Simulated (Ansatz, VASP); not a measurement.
## GaN in VASP and in Ansatz

The input INCAR:

```
ALGO = Normal ; EDIFF = 1E-7
ENCUT = 520 ; GGA = PE
ISIF = 2 ; ISMEAR = 0
LASPH = True ; LCHARG = False
LREAL = False ; LWAVE = False
NBANDS = 26 ; NELM = 60
PREC = Accurate ; SIGMA = 0.011
```

File KPOINTS:

```
k-points
0
Gamma
  10 10 5
```

File POSCAR:

```
GaN
1.0
    3.1800000000      0.0000000000      0.0000000000
   -1.5900000000      2.7539607840      0.0000000000
    0.0000000000      0.0000000000      5.1660000000
Ga N
2 2
Direct
    0.6666666667      0.3333333333      0.5000000000
    0.3333333333      0.6666666667      0.0000000000
    0.6666666667      0.3333333333      0.8750000000
    0.3333333333      0.6666666667      0.3750000000
```

input.yaml

```yaml
crystal:
  lattice:
    - [3.18, 0.0, 0.0]
    - [-1.59, 2.753960784, 0.0]
    - [0.0, 0.0, 5.166]
  atoms:
    - { symbol: Ga, position: [0.6666666667, 0.3333333333, 0.5] }
    - { symbol: Ga, position: [0.3333333333, 0.6666666667, 0.0] }
    - { symbol: "N", position: [0.6666666667, 0.3333333333, 0.875] }
    - { symbol: "N", position: [0.3333333333, 0.6666666667, 0.375] }
hamiltonian:
  xc: pbe
  pseudopotentials: { kind: paw }
kpoints:
  mp_grid: { grid: [10, 10, 5] }
scf:
  occupations: { method: gaussian, width: 0.011 }
output:
  forces: true
  stress: true
  eigenvalues: true
```

Alike in both runs: task single point; functional PBE; k mesh 10 × 10 × 5; occupations gaussian, width 0.011 eV; no spin polarisation.

|  | VASP | Ansatz |
| --- | --- | --- |
| version | VASP 6.6.1 | Ansatz 0.2.0 |
| potentials or method | VASP PAW PBE potentials, release 64 (Ga_d, N) | Ansatz PAW |
| plane-wave cutoff (eV) | 520 | 420 |
| valence electrons in the cell | 36 | 36 |

```csv
,VASP,Ansatz,Ansatz less VASP
gap on the k mesh at the Fermi level (eV),1.97,1.96,-0.008
least direct gap on the mesh (eV),1.97,1.96,-0.008
pressure (GPa),7.4,7.3,-0.06
largest component of the traceless stress (GPa),1.45,1.43,-0.013
rms of the force components (eV/Å),0.078,0.079,+0.0014
```

Atom by atom the forces differ by 0.001 eV/Å (rms over components).

Caveats: odd divisions of the mesh miss points on the zone boundary, where band edges often lie, so the gap on the mesh can be too wide (Ansatz); the pressure holds a Pulay correction of +0.5 GPa for the finite cutoff (Ansatz). Expect the measured gap to be larger: semilocal functionals such as PBE lack the derivative discontinuity.
